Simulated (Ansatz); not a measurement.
ZnS:

```
CELL_PARAMETERS angstrom
0.00000 2.70200 2.70200
2.70200 0.00000 2.70200
2.70200 2.70200 0.00000
ATOMIC_POSITIONS crystal
Zn 0.75000 0.75000 0.75000
S 0.00000 0.00000 0.00000
```

| Item | Value |
| --- | --- |
| Program | Ansatz 0.2.0 |
| Task | relaxation of cell and atoms |
| Functional | revPBE |
| Potentials or basis | all-electron LAPW, scalar-relativistic |
| Basis error allowed | 0.001 eV/atom |
| k mesh | 9 × 9 × 9 |
| Occupations | fermi-dirac, width 0.05 eV |
| Spin | no spin polarisation |

At the start: volume 19.73 Å³/atom.

Q: Where does the relaxation end?

A: Over 5 steps the energy falls by 10.3 meV/atom and the volume is 20.72 Å³/atom (+5.0 %); space group F-43m (No. 216, to 0.05 Å).

The path:
```csv
step,energy change (eV),largest force (eV/Å),volume (Å³)
1,0.0000,0.0000,39.45
2,-0.0166,0.0000,40.53
3,-0.0207,0.0000,41.36
4,-0.0207,0.0000,41.44
5,-0.0207,0.0000,41.44
```

Final structure:
```cif
data_structure
_symmetry_space_group_name_H-M 'P 1'
_symmetry_Int_Tables_number 1
_cell_length_a 3.8841
_cell_length_b 3.8841
_cell_length_c 3.8841
_cell_angle_alpha 60.000
_cell_angle_beta 60.000
_cell_angle_gamma 60.000
_cell_volume 41.44
loop_
_atom_site_label
_atom_site_type_symbol
_atom_site_fract_x
_atom_site_fract_y
_atom_site_fract_z
_atom_site_occupancy
Zn1 Zn 0.75000 0.75000 0.75000 1
S1 S 0.00000 0.00000 0.00000 1
```
